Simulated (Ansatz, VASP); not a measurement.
## Au: VASP beside Ansatz

```
CELL_PARAMETERS angstrom
-1.65226 1.65226 1.65226
1.65226 -1.65226 1.65226
1.65226 1.65226 -1.65226
ATOMIC_POSITIONS crystal
Au 0.00000 0.00000 0.00000
```

Alike in both runs: task single point; functional PBE; k mesh 8 × 8 × 8; occupations gaussian, width 0.05 eV; no spin polarisation.

```csv
,VASP,Ansatz
version,VASP 6.6.1,Ansatz 0.2.0
potentials or method,"VASP PAW PBE potentials, release 64 (Au)","scalar-relativistic, plane waves, PAW"
plane-wave cutoff (eV),520,600
valence electrons in the cell,11,19
```

|  | VASP | Ansatz | Ansatz less VASP |
| --- | --- | --- | --- |
| gap on the k mesh at the Fermi level (eV) | none | none | - |
| pressure (GPa) | -0.2 | -0.2 | +0.08 |

A gap of «none» marks a metal or a gap that the smearing closes. The two sets of potentials don't hold the same shells in valence.

The runs have no spin-orbit coupling, so splittings on Au are missing.
